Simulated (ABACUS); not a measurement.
Mo:

```
CELL_PARAMETERS angstrom
-1.58381 1.58381 1.58381
1.58381 -1.58381 1.58381
1.58381 1.58381 -1.58381
ATOMIC_POSITIONS crystal
Mo 0.00000 0.00000 0.00000
```

* Program: ABACUS 3.10.1
* Task: relaxation of cell and atoms
* Functional: HLE16
* Potentials or basis: GBRV ultrasoft 1.5 PBE
* Cutoff: 544 eV
* Density cutoff: 4354 eV
* Basis: plane waves
* k mesh: 10 × 10 × 10
* Occupations: fermi-dirac, width 0.05 eV
* Spin: no spin polarisation

At the start: pressure -51.6 GPa; volume 15.89 Å³/atom.

**Question.** Where does the relaxation end?

**Answer.** Over 8 steps the energy falls by 627.4 meV/atom and the volume is 12.72 Å³/atom (-19.9 %); space group Im-3m (No. 229, to 0.05 Å).

Step by step:
```csv
step,energy change (eV),largest force (eV/Å),pressure (GPa),volume (Å³)
1,0.0000,0.0000,-51.57,15.89
2,9.4739,0.0000,873.13,6.55
3,-0.5558,0.0000,-23.12,13.66
4,-0.6080,0.0000,-12.84,13.20
5,0.9581,0.0000,196.78,9.49
6,-0.6273,0.0000,-0.88,12.76
7,-0.6274,0.0000,0.12,12.72
8,-0.6274,0.0000,0.07,12.72
```

Final structure:
```
Mo
1.0
    -1.47068    1.47068    1.47068
     1.47068   -1.47068    1.47068
     1.47068    1.47068   -1.47068
Mo
1
Direct
  0.00000 0.00000 0.00000
```

Caveat: the volume moved by over 15 % at a fixed basis, so the end points are rough; the potentials were made for a functional far from this one; the potentials were made for another functional, which shifts forces and pressure.
